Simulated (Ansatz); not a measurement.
**Calculated with Ansatz: Cu, relaxation**

input.yaml:

```yaml
crystal:
  lattice:
    - [3.018351, 0.0, 0.0]
    - [-1.509175, 2.613971, 0.0]
    - [0.0, 0.0, 4.902131]
  atoms:
    - { symbol: Cu, position: [0.33333, 0.66667, 0.25] }
    - { symbol: Cu, position: [0.66666, 0.33333, 0.75] }
  symmetry: { tolerance: 0.0003 }
kpoints:
  mp_grid: { grid: [13, 13, 7], shift: [0, 0, 0] }
magnetization:
  spin_polarized: false
scf:
  occupations: { method: gaussian, width: 0.1639 }
  lower_state_search: "off"
hamiltonian:
  pseudopotentials: { kind: paw }
  xc: pbe
basis:
  ecutwfc: 420
  fft_grid_basis: typed
relax:
  max_steps: 40
  cell: { p_target: 0.0 }
output:
  forces: true
  stress: true
  eigenvalues: true
  bader: true
  populations: true
  elf: true
  write_potential: true
  volumetric_format: npy
  dos:
    e_range: [-12, 8]
    de: 0.05
    projected: { site_lists: { Cu: [Cu] } }
checkpoint:
  read: saved_state
```

Launch command:

```bash
ansatz run input.yaml --threads 2 --pin off --max-ram 3584MiB --backend cpu --events-out ev --progress --plain --runs-dir out
```

Origin of the cell: a known structure type with other elements, at an estimated volume, so it need not be a known compound.

The saved state is a converged single point of the same cell.

Steps («new basis» is an SCF on plane waves selected anew at the same cell):

```tsv
step	ΔF (meV/atom)	max force component (eV/Å)	P (GPa)	volume (Å³)	SCF iterations	step was
1	0.0	0.000	-19.69	38.68	6	accepted
2	-334.2	0.000	-19.97	33.36	7	accepted
3	-609.3	0.000	-15.91	28.62	7	accepted
4	-749.1	0.000	-2.80	24.43	6	accepted
5	-751.5	0.000	0.19	23.89	6	accepted
6	-751.5	0.000	0.00	23.92	6	accepted
7	-751.5	0.000	0.01	23.92	6	accepted
8	-748.4	0.000	-0.01	23.92	6	new basis
```

The starting structure.

Space group P6_3/mmc (No. 194); the run's cell has a = 3.018 Å, b = 3.018 Å, c = 4.902 Å, α = 90.00°, β = 90.00°, γ = 120.00°. Shortest distances: Cu–Cu 3.01 Å.

After:

Space group P6_3/mmc (No. 194); the run's cell has a = 2.557 Å, b = 2.557 Å, c = 4.224 Å, α = 90.00°, β = 90.00°, γ = 120.00°. Shortest distances: Cu–Cu 2.56 Å.

```yaml
crystal:
  lattice:
    - [2.55692, 0.00000, 0.00000]
    - [-1.27846, 2.21436, 0.00000]
    - [0.00000, 0.00000, 4.22416]
  atoms:
    - { symbol: Cu, position: [0.33333, 0.66667, 0.25000] }
    - { symbol: Cu, position: [0.66667, 0.33333, 0.75000] }
```

* Free energy lowered by: 748.4 meV/atom
* Volume change: -38.16 %
* Final pressure: -0.01 GPa
* Relaxation steps listed: 8

Caveats: no moments, though an odd count or open d shells may carry them; the relaxation held the start's symmetry, so the end may be a saddle point; wide smearing.

It ran for 23 s of wall time on 2 CPU thread(s) of a shared host, from a saved density.
